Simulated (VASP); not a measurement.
# TaAs in VASP: settings compared

One sheet, TaAs, is run at these levels: PBEsol, PBE+dDsC; tasks: relaxation of the atoms.

Program: VASP 6.6.1. These are calculated values, not measurements. Logs are shortened: lines on timing, memory, paths and dates and some standing lists are left out, and cuts for length are marked.

## 1. The structure

The cell holds a sheet with vacuum, 2 atoms: a = 3.326 Å, b = 3.326 Å, c = 25.740 Å, α = 90.00°, β = 90.00°, γ = 90.00°.

The cell was built by a generator and needn't be a form met in nature.

## 2. Relaxation of the atoms, PBEsol

INCAR reads:

```
SYSTEM = TaAs
  ALGO = Normal
  DIPOL = 0.5 0.5 0.291
  EDIFF = 1E-7
  EDIFFG = -0.02
  ENCUT = 520
  GGA = PS
  IBRION = 2
  IDIPOL = 3
  ISIF = 2
  ISMEAR = 0
  LASPH = .True.
  LCHARG = .False.
  LDIPOL = .True.
  LREAL = .False.
  LWAVE = .False.
  NELM = 80
  NSW = 40
  PREC = Accurate
  SIGMA = 0.05
```

KPOINTS reads:

```
k-points
0
Gamma
  8 8 1
  0 0 0
```

POSCAR reads:

```
TaAs
1.0
    3.3258600000      0.0000000000      0.0000000000
    0.0000000000      3.3258600000      0.0000000000
    0.0000000000      0.0000000000     25.7402900000
Ta As
1 1
Selective dynamics
Direct
    0.0000000000      0.0000000000      0.2717800000  F F F
    0.5000000000      0.5000000000      0.3109600000  T T T
```

Potentials or basis: VASP PAW PBE potentials, release 64 (Ta_pv, As).

Run with:

```console
cat potpaw_PBE.64/Ta_pv/POTCAR potpaw_PBE.64/As/POTCAR > POTCAR
mpirun -np 1 vasp_std > vasp.out
```

OUTCAR:

```text
SYSTEM = TaAs
   EDIFF = 1E-7
   EDIFFG = -0.02
   ENCUT = 520
   GGA = PS
   IBRION = 2
   ISIF = 2
   ISMEAR = 0
   LASPH = .True.
   LREAL = .False.
   NELM = 80
   NSW = 40
   PREC = Accurate

 ion  position               nearest neighbor table
   1  0.000  0.000  0.272-   2 2.56   2 2.56   2 2.56   2 2.56
   2  0.500  0.500  0.311-   1 2.56   1 2.56   1 2.56   1 2.56

  LATTYP: Found a simple tetragonal cell.
 ALAT       =     3.3258600000
 C/A-ratio  =     7.7394388218

  Lattice vectors:

 A1 = (   3.3258600000,   0.0000000000,   0.0000000000)
 A2 = (   0.0000000000,   3.3258600000,   0.0000000000)
 A3 = (   0.0000000000,   0.0000000000,  25.7402900000)

Analysis of symmetry for initial positions (statically):
=====================================================================
 Subroutine PRICEL returns:
 Original cell was already a primitive cell.

 Routine SETGRP: Setting up the symmetry group for a
 simple tetragonal supercell.

 Subroutine GETGRP returns: Found  8 space group operations
 (whereof  8 operations were pure point group operations)
 out of a pool of 16 trial point group operations.

The static configuration has the point symmetry C_4v.

Analysis of symmetry for dynamics (positions and initial velocities):
=====================================================================
 Subroutine PRICEL returns:
 Original cell was already a primitive cell.

 Routine SETGRP: Setting up the symmetry group for a
 simple tetragonal supercell.

 Subroutine GETGRP returns: Found  8 space group operations
 (whereof  8 operations were pure point group operations)
 out of a pool of 16 trial point group operations.

The dynamic configuration has the point symmetry C_4v.

Analysis of constrained symmetry for selective dynamics:
=====================================================================
 Subroutine PRICEL returns:
 Original cell was already a primitive cell.

 Routine SETGRP: Setting up the symmetry group for a
 simple tetragonal supercell.

 Subroutine GETGRP returns: Found  8 space group operations
 (whereof  8 operations were pure point group operations)
 out of a pool of 16 trial point group operations.

The constrained configuration has the point symmetry C_4v.

[... 111 lines left out ...]
  Thomas-Fermi vector in A             =   1.688526
   LORBIT       =      0    0 simple, 1 ext, 2 COOP (PROOUT), +10 PAW based schemes
   GGA     = PS    functional components
   LHFCALC =     F    Hartree Fock is set to
   AEXX    =    0.0000 exact exchange contribution
   IVDW    =     0    specifies the selected vdW correction
   LEPSILON=     F    determine dielectric tensor
   LRPA    =     F    only Hartree local field effects (RPA)
 conjugate gradient relaxation of ions
 non-spin polarized calculation
 Gauss-broadening in eV      SIGMA  =   0.05
  energy-cutoff  :      520.00
  volume of cell :      284.72
 maximum number of plane-waves:      7720
 NGX is ok and might be reduce to    28
   NGX = 13   NGY = 13   NGZ = 95

--------------------------------------- Ionic step        1  -------------------------------------------

 number of electron      15.9999998 magnetization

 Free energy of the ion-electron system (eV)
  ---------------------------------------------------
  ext. energy  EPLUGINS =         0.00000000
  ---------------------------------------------------
  free energy    TOTEN  =       -15.53910600 eV

  energy without entropy =      -15.53161516  energy(sigma->0) =      -15.53536058

------------------------ aborting loop because EDIFF is reached ----------------------------------------

  FORCE on cell =-STRESS in cart. coord.  units (eV):
  Direction    XX          YY          ZZ          XY          YZ          ZX
  --------------------------------------------------------------------------------------
  -------------------------------------------------------------------------------------
  Total       -1.2358718     -1.2358718     -0.2288680      0.0000000      0.0000000     -0.0000000
  in kB       -6.9544474     -6.9544474     -1.2878769      0.0000000      0.0000000     -0.0000000
  external PRESSURE =      -5.0655906 kB  Pullay stress =       0.0000000 kB
[... 95 lines left out ...]
--------------------------------------- Ionic step        4  -------------------------------------------

 number of electron      15.9999999 magnetization

 dipolmoment           0.000000      0.000000      0.015448 electrons x Angstroem

 Free energy of the ion-electron system (eV)
  ---------------------------------------------------
  ext. energy  EPLUGINS =         0.00000000
  ---------------------------------------------------
  free energy    TOTEN  =       -15.54454815 eV

  energy without entropy =      -15.53621044  energy(sigma->0) =      -15.54037930

 E-fermi :  -3.2186     XC(G=0):  -2.1894

 val. band max:       -3.2309110094   @ k =   0.3750   0.3750   0.0000
 cond. band min:      -3.2178279627   @ k =   0.3750   0.2500   0.0000
 fundamental gap:      0.0130830467
 Fermi energy:        -3.2185660754

 k-point     1 :       0.0000    0.0000    0.0000
  band No.  band energies     occupation
      1     -38.2257      2.00000
      2     -37.9746      2.00000
      3     -37.9746      2.00000
      4     -15.6041      2.00000
      5      -7.4215      2.00000
      6      -5.5223      2.00000
      7      -4.0078      2.00000
      8      -4.0078      2.00000
      9      -3.8088      2.00000
     10      -1.5557      0.00000
     11       0.2231      0.00000
     12       0.5253      0.00000
[... 198 lines left out ...]
      1     -38.1824      2.00000
      2     -38.1522      2.00000
      3     -38.1522      2.00000
      4     -13.6374      2.00000
      5      -7.4799      2.00000
      6      -7.4799      2.00000
      7      -4.9613      2.00000
      8      -2.7265      0.00000
      9      -2.2137      0.00000
     10      -2.2137      0.00000
     11       0.4959      0.00000
     12       0.8424      0.00000

------------------------ aborting loop because EDIFF is reached ----------------------------------------

 vacuum level on the upper side and lower side of the slab       (xc-potential included)         0.065        -0.189

  FORCE on cell =-STRESS in cart. coord.  units (eV):
  Direction    XX          YY          ZZ          XY          YZ          ZX
  --------------------------------------------------------------------------------------
  -------------------------------------------------------------------------------------
  Total       -0.6157141     -0.6157141     -0.0098149      0.0000000      0.0000000      0.0000000
  in kB       -3.4647216     -3.4647216     -0.0552300      0.0000000      0.0000000      0.0000000
  external PRESSURE =      -2.3282244 kB  Pullay stress =       0.0000000 kB
[... 17 lines left out ...]
  FREE ENERGIE OF THE ION-ELECTRON SYSTEM (eV)
  ---------------------------------------------------
  free  energy   TOTEN  =       -15.5445481529 eV

  energy  without entropy=      -15.5362104391  energy(sigma->0) =      -15.54037930

 reached required accuracy - stopping structural energy minimisation

 vacuum level on the upper side and lower side of the slab         1.513         1.252
```

CONTCAR:

```text
TaAs
   1.00000000000000
     3.3258600000000000    0.0000000000000000    0.0000000000000000
     0.0000000000000000    3.3258600000000000    0.0000000000000000
     0.0000000000000000    0.0000000000000000   25.7402900000000017
  Ta              As
     1     1
Selective dynamics
Direct
     0.0000000000000000    0.0000000000000000    0.2717799999999997   F   F   F
     0.5000000000000000    0.5000000000000000    0.3090411694692582   T   T   T

  0.00000000E+00  0.00000000E+00  0.00000000E+00
  0.00000000E+00  0.00000000E+00  0.00000000E+00
```

Wall time 2.3 min (1 thread of Intel Xeon Platinum 8488C (Sapphire Rapids), shared host); peak memory 0.44 GiB.

Results:

```
Free energy               : -15.5445 eV
Energy gained by relaxing : 2.7 meV/atom
Ionic steps               : 4
Band gap on the k mesh    : none (metal or under the smearing width)
```

The path:
| step | energy change (eV) | largest force (eV/Å) | pressure (GPa) |
| --- | --- | --- | --- |
| 1 | 0.0000 | 0.2205 | -0.51 |
| 2 | -0.0021 | 0.1723 | -0.45 |
| 3 | -0.0053 | 0.0323 | -0.27 |
| 4 | -0.0054 | 0.0002 | -0.23 |

Final structure:
```xyz
2
Lattice="3.3259 0.0000 0.0000 0.0000 3.3259 0.0000 0.0000 0.0000 25.7403" Properties=species:S:1:pos:R:3 pbc="T T T"
Ta    0.0000    0.0000    6.9957
As    1.6629    1.6629    7.9548
```

Caveat: the PAW data sets were made with another functional, which shifts forces and pressure a little.

## 3. Relaxation of the atoms, PBE+dDsC

INCAR reads:

```
SYSTEM = TaAs
PREC     = Accurate       ! precision mode
ENCUT    = 520            ! plane-wave cutoff, eV
EDIFF    = 1E-7           ! SCF threshold, eV
ISMEAR   = 0              ! smearing method
SIGMA    = 0.05           ! smearing width, eV
LREAL    = .False.        ! projectors in reciprocal space
LASPH    = .True.         ! aspherical terms in the spheres
NELM     = 100            ! most SCF steps
ALGO     = Normal         ! electronic algorithm
ISIF     = 2              ! what is computed and relaxed
LWAVE    = .False.        ! write WAVECAR
LCHARG   = .False.        ! write CHGCAR
LDIPOL   = .True.       
IDIPOL   = 3            
DIPOL    = 0.5 0.5 0.291
GGA      = PE             ! functional
IVDW     = 4              ! dispersion correction
IBRION   = 2              ! ionic algorithm
NSW      = 40             ! ionic steps
EDIFFG   = -0.02          ! ionic threshold
```

KPOINTS reads:

```
Automatic mesh
0
Gamma
  8 8 1
  0 0 0
```

POSCAR is that of step 2.

Potentials or basis: VASP PAW PBE potentials, release 64 (Ta_pv, As).

Run with:

```console
cat potpaw_PBE.64/Ta_pv/POTCAR potpaw_PBE.64/As/POTCAR > POTCAR
mpirun -np 1 vasp_std > vasp.out
```

It took 1.9 min on 1 thread of Intel Xeon Platinum 8488C (Sapphire Rapids), shared host; peak memory 0.44 GiB.

The run converged. Its results:

* Free energy: -14.8913 eV
* Energy gained by relaxing: 0.2 meV/atom
* Ionic steps: 3
* Band gap on the k mesh: none (metal or under the smearing width)
* Hirshfeld charges: Ta +0.23; As -0.23 e
* Dispersion energy per atom: -0.159 eV

The path:
| step | energy change (eV) | largest force (eV/Å) | pressure (GPa) |
| --- | --- | --- | --- |
| 1 | 0.0000 | 0.0386 | -0.13 |
| 2 | -0.0001 | 0.0302 | -0.14 |
| 3 | -0.0003 | 0.0049 | -0.17 |

Final structure:
```xyz
2
Lattice="3.3259 0.0000 0.0000 0.0000 3.3259 0.0000 0.0000 0.0000 25.7403" Properties=species:S:1:pos:R:3 pbc="T T T"
Ta    0.0000    0.0000    6.9957
As    1.6629    1.6629    8.0117
```

Levels at points of the mesh, in eV from the Fermi level:
| k point | band 6 | band 7 | band 8 | band 9 | band 10 | band 11 |
| --- | --- | --- | --- | --- | --- | --- |
| (0.00, 0.00, 0.00) | -2.21 | -0.74 | -0.74 | -0.59 | 1.77 | 3.21 |
| (0.50, 0.00, 0.00) | -2.09 | -1.99 | -0.38 | 0.59 | 1.41 | 1.59 |
| (0.50, 0.50, 0.00) | -4.22 | -1.80 | 0.48 | 1.09 | 1.09 | 3.75 |

The run has no spin-orbit coupling, so splittings on Ta are missing.

## 4. The reference run

An earlier run on the cell as given: functional PBE; potentials or basis VASP PAW PBE potentials, release 64 (Ta_pv, As); cutoff 520 eV; k mesh 8 × 8 × 1; occupations fermi-dirac, width 0.05 eV; no spin polarisation.

- Largest force: 0.043 eV/Å
- Band gap on the k mesh: none (metal or under the smearing width)

## 5. Overview

| task | level | cell | smearing | atoms held fixed (from 0) | gap on the mesh (eV) |
| --- | --- | --- | --- | --- | --- |
| relaxation of the atoms | PBEsol | atoms relaxed | gaussian 0.05 eV | [0] | none |
| relaxation of the atoms | PBE+dDsC | atoms relaxed | gaussian 0.05 eV | [0] | none |
| single point | PBE | as given | fermi-dirac 0.05 eV | - | none |

Alike in all rows: potentials or basis VASP PAW PBE potentials, release 64 (Ta_pv, As); no spin polarisation; k mesh 8 × 8 × 1; cutoff (eV) 520.

Caveats: the PAW data sets were made with another functional, which shifts forces and pressure a little (some runs).

Absolute energies hang on the potentials; compare differences alone.
